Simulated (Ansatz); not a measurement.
# BaTiO3 (P1) in Ansatz: a series of runs, part 2 of 2

Ansatz 0.2.0. The steps go on from the part before.

## (4) Relaxation of cell and atoms, PBEsol+U

input.yaml reads:

```yaml
crystal:
  lattice:
    - [2.82766816, 1.63255497, 2.31773161]
    - [-2.82766816, 1.63255497, 2.31773161]
    - [0.0, -3.26510994, 2.31773161]
  atoms:
    - { symbol: Ba, position: [0.03347316, 0.98846853, 0.00183776] }
    - { symbol: Ti, position: [0.50610326, 0.52748478, 0.53723216] }
    - { symbol: O, position: [0.48624715, 0.49714708, 0.97115146] }
    - { symbol: O, position: [0.47408987, 0.98641501, 0.47201237] }
    - { symbol: O, position: [0.97878656, 0.47918459, 0.49646624] }
hamiltonian:
  xc: pbesol
  pseudopotentials: { kind: paw }
  hubbard: { sites: [{ species: Ti, l: d, u_eff: 5.0 }] }
kpoints:
  mp_grid: { grid: [7, 7, 7] }
scf:
  occupations: { method: fermi_dirac, width: 0.05 }
output:
  forces: true
  stress: true
  eigenvalues: true
relax:
  f_tol: 0.01
  max_steps: 40
  cell: { stress_tol: 0.05 }
```

Potentials or basis: Ansatz PAW.

Launch:

```
$ ansatz run input.yaml --threads 2 --pin off --max-ram 5632MiB --backend cpu --events-out ev --progress --plain --runs-dir out
```

The program printed:

```text
Warning: RAYON_NUM_THREADS=2 ignored (pool sized by the plan → 2); use --threads N
Ba: projections on atomic orbitals take those of the free atom [Kr 4d10] 5s2 5p6 6s2, of charge +0.00 (hamiltonian.pseudopotentials.projection_atoms); the dataset's partial waves leave at most 9.7e-6 of an orbital's norm unspanned inside its sphere
Ti: projections on atomic orbitals take those of the free atom [Ne] 3s2 3p6 3d2 4s2, of charge +0.00 (hamiltonian.pseudopotentials.projection_atoms); the dataset's partial waves leave at most 4.1e-7 of an orbital's norm unspanned inside its sphere
O: projections on atomic orbitals take those of the free atom [He] 2s2 2p4, of charge +0.00 (hamiltonian.pseudopotentials.projection_atoms); the dataset's partial waves leave at most 1.9e-8 of an orbital's norm unspanned inside its sphere
Engine: ansatz 0.2.0, aarch64-unknown-linux-gnu
Pseudopotentials: kind: paw
Pseudopotential: Ba, paw, valence charge 10, recommended cutoff 420 eV (normal), Ba.paw.azcp
Pseudopotential: Ti, paw, valence charge 12, recommended cutoff 420 eV (normal), Ti.paw.azcp
Pseudopotential: O, paw, valence charge 6, recommended cutoff 420 eV (normal), O.paw.azcp
Functional definition: PBEsol
[... 167 lines left out ...]
  k-point 171: bands = ["-47.0362", "-23.3586", "-23.3218", "-23.3215", "-13.8566", "-6.3121", "-5.4165", "-5.3660", "0.7783", "0.9526", "1.1432", "6.4320", "7.5124", "7.6511", "7.8020", "8.3648", "9.0939", "9.5242", "9.5931", "9.6700", "13.6216", "14.4430", "14.4692", "15.2223", "16.7788"]
Occupation matrices written to <dir>
--- Relaxed structure (7 steps of the walk, 7 accepted, 2 SCFs on fresh bases) ---
  F+E_penalty+E_count = -10023.13666518 eV   max|allowed force component| = 1.423e-4 eV/Å   (the final SCF, on the basis selected at the relaxed cell)
  cell:  # Å, volume = 63.1781 Å³
    - [2.816255440427761, 1.6259729651433148, 2.299478507200008]
    - [-2.8162576922434193, 1.6259798954809115, 2.2994763728848753]
    - [4.875940573957023e-6, -3.2519498927035277, 2.299475349509756]
  atoms:
    - { symbol: Ba, position: [-0.0042592319459623385, 0.9957569017264265, -0.004258165594194674] }
    - { symbol: Ti, position: [0.49574411810093466, 0.49577852269527506, 0.4957517218936298] }
    - { symbol: O, position: [0.4957398026353107, 0.49572730660638287, 0.995735048154916] }
    - { symbol: O, position: [0.4957376546868064, 0.9957107369740199, 0.49573442038069265] }
    - { symbol: O, position: [0.9957376565229099, 0.495726521997895, 0.4957369651649558] }
```

Wall time 2.8 min (2 threads of Arm Neoverse V2, shared host); peak memory 0.75 GiB.

What came out:

```yaml
Free_energy: -10023.1367 eV
Relaxed_volume: 12.64 Å³/atom
Relaxed_cell: a = 3.983 Å, b = 3.983 Å, c = 3.983 Å, α = 90.00°, β = 90.00°, γ = 90.00°
Space_group_after_relaxing_to_0.05_Å: Pm-3m (No. 221)
Energy_gained_by_relaxing: 64.1 meV/atom
Ionic_steps: 9
Pressure_after_relaxing: 0.0 GPa
Band_gap_on_the_k_mesh: 2.45 eV, indirect (least direct gap 2.53 eV)
```

Step by step:
```tsv
step	energy change (eV)	largest force (eV/Å)	volume (Å³)
1	0.0000	2.6525	64.20
2	-0.1742	1.2600	65.40
3	-0.3142	0.0190	62.34
4	-0.3216	0.0100	63.51
5	-0.3237	0.0025	63.20
6	-0.3237	0.0003	63.21
7	-0.3204	0.0003	63.21
8	-0.3206	0.0002	63.18
9	-0.3204	0.0002	63.18
```

Final structure:
```xyz
5
Lattice="2.8163 1.6260 2.2995 -2.8163 1.6260 2.2995 0.0000 -3.2519 2.2995" Properties=species:S:1:pos:R:3 pbc="T T T"
Ba   -2.8163    1.6260    2.2701
Ti   -0.0001    0.0000    3.4200
O     0.0000   -1.6260    4.5695
O    -1.4081    0.8130    4.5695
O     1.4082    0.8130    4.5695
```

Eigenvalues of the final occupation matrices:
```
  site  spin  trace               eigenvalues
site 1     1   1.08  0.17 0.17 0.17 0.29 0.29
```

Caveat: odd divisions of the mesh miss points on the zone boundary, where band edges often lie, so the gap on the mesh can be too wide; the plane-wave basis is chosen anew once the cell has moved, so the energies of steps on either side of that aren't comparable; the pressure holds a Pulay correction of +0.6 GPa for the finite cutoff; spin-orbit coupling is left out, which moves the levels of the heavy elements; the PAW data sets come from PBE, with cores solved anew for the run's functional, which leaves a small shift of forces and pressure. A k mesh can miss the band edges.

## (5) Relaxation of cell and atoms, r2SCAN+D3(BJ)

Edit input.yaml of step 4 so:

```diff
@@ -12,5 +12,5 @@
 hamiltonian:
-  xc: pbesol
+  xc: r2scan
   pseudopotentials: { kind: paw }
-  hubbard: { sites: [{ species: Ti, l: d, u_eff: 5.0 }] }
+  dispersion: d3bj
 kpoints:
```

Launch:

```
$ ansatz run input.yaml --threads 2 --pin off --max-ram 5632MiB --backend cpu --events-out ev --progress --plain --runs-dir out
```

Run time: 3.9 min. Hardware: 2 threads of Arm Neoverse V2, shared host; peak memory 0.65 GiB.

The run converged. Its results:

* Free energy: -10184.4668 eV
* Relaxed volume: 12.85 Å³/atom
* Relaxed cell: a = 4.005 Å, b = 4.005 Å, c = 4.006 Å, α = 89.84°, β = 89.84°, γ = 89.84°
* Space group after relaxing (to 0.05 Å): R3m (No. 160)
* Energy gained by relaxing: 50.7 meV/atom
* Ionic steps: 8
* Pressure after relaxing: 0.0 GPa
* Band gap on the k mesh: 2.84 eV, indirect (least direct gap 3.15 eV)

Step by step:
```
step  energy change (eV)  largest force (eV/Å)  volume (Å³)
   1              0.0000                2.2011        64.20
   2             -0.1787                0.9725        65.47
   3             -0.2136                0.0226        62.35
   4             -0.2522                0.0546        64.35
   5             -0.2533                0.0147        64.25
   6             -0.2534                0.0079        64.27
   7             -0.2534                0.0005        64.26
   8             -0.2534                0.0005        64.26
```

Final structure:
```cif
data_structure
_symmetry_space_group_name_H-M 'P 1'
_symmetry_Int_Tables_number 1
_cell_length_a 4.0055
_cell_length_b 4.0053
_cell_length_c 4.0055
_cell_angle_alpha 89.837
_cell_angle_beta 89.837
_cell_angle_gamma 89.838
_cell_volume 64.26
loop_
_atom_site_label
_atom_site_type_symbol
_atom_site_fract_x
_atom_site_fract_y
_atom_site_fract_z
_atom_site_occupancy
Ba1 Ba 0.00191 0.00190 0.00192 1
Ti1 Ti 0.51440 0.51437 0.51441 1
O1 O 0.49019 0.49020 0.98199 1
O2 O 0.49019 0.98202 0.49018 1
O3 O 0.98200 0.49020 0.49019 1
```

Levels at points of the mesh, in eV from the valence-band top:
```csv
k point,band 16,band 17,band 18,band 19,band 20,band 21,band 22,band 23,band 24,band 25
"(0.00, 0.00, 0.00)",-1.28,-1.05,-0.42,-0.31,-0.31,2.84,2.84,2.98,4.91,4.91
```

Caveat: odd divisions of the mesh miss points on the zone boundary, where band edges often lie, so the gap on the mesh can be too wide; the plane-wave basis is chosen anew once the cell has moved, so the energies of steps on either side of that aren't comparable; spin-orbit coupling is left out, which moves the levels of the heavy elements; the PAW data sets come from PBE, with cores solved anew for the run's functional, which leaves a small shift of forces and pressure; the dispersion damping was fitted for another functional or another form of the correction.

## (6) Overview

```tsv
task	level	U	cell	cutoff (eV)	hubbard projectors	double counting	gap on the mesh (eV)	pressure (GPa)	relaxed volume (Å³/atom)
relaxation of cell and atoms	PBE+D3(BJ)	-	relaxed	420	-	-	2.50	0.0	12.97
single point	PBE	-	as given	300	-	-	2.75	8.9	-
relaxation of cell and atoms	PBEsol+U	Ti d U = 5 eV	relaxed	420	ortho-atomic (the default)	fll (the default)	2.45	0.0	12.64
relaxation of cell and atoms	r2SCAN+D3(BJ)	-	relaxed	500	-	-	2.84	0.0	12.85
```

Alike in all rows: potentials or basis Ansatz PAW; no spin polarisation; k mesh 7 × 7 × 7; smearing fermi-dirac 0.05 eV.

Caveats: odd divisions of the mesh miss points on the zone boundary, where band edges often lie, so the gap on the mesh can be too wide; spin-orbit coupling is left out, which moves the levels of the heavy elements; the plane-wave basis is chosen anew once the cell has moved, so the energies of steps on either side of that aren't comparable (some runs); the PAW data sets come from PBE, with cores solved anew for the run's functional, which leaves a small shift of forces and pressure (some runs); the pressure holds a Pulay correction of +23.2 GPa for the finite cutoff (some runs); forces of over 1 eV/Å show positions far from the minimum, so gaps and moduli don't describe the material at rest (some runs); the cutoff lies under the one recommended for these potentials (some runs).

Absolute energies hang on the potentials; compare differences alone.
